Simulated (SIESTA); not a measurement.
HfN:

```
CELL_PARAMETERS angstrom
0.00000 2.25600 2.25600
2.25600 0.00000 2.25600
2.25600 2.25600 0.00000
ATOMIC_POSITIONS crystal
Hf 0.00000 0.00000 0.00000
N 0.50000 0.50000 0.50000
```

Base run:

- Program: SIESTA 5.4.2
- Functional: BLYP
- Potentials or basis: PseudoDojo 0.4 standard (PBE files)
- Basis: DZP (energy shift 0.003 Ry; two zetas on semicore shells)
- Grid cutoff: 800 Ry
- Energy shift: 0.003 Ry
- k mesh: 10 × 10 × 10
- Occupations: fermi-dirac, width 0.05 eV
- Spin: no spin polarisation

Its results: band gap on the k mesh none (metal or under the smearing width); pressure 18.6 GPa.

Problem. The run is repeated on the same cell with these changes: functional from BLYP to vdW-DF-cx. What comes out?

Solution. Band gap on the k mesh none (metal or under the smearing width); pressure 3.9 GPa.

Caveats: short orbitals over semicore shells can move pressures by several GPa; the potentials were made for another functional, which shifts forces and pressure; the basis of atomic orbitals isn't converged, which shifts pressures, moduli and gaps.

Not every run made on this cell is shown here.
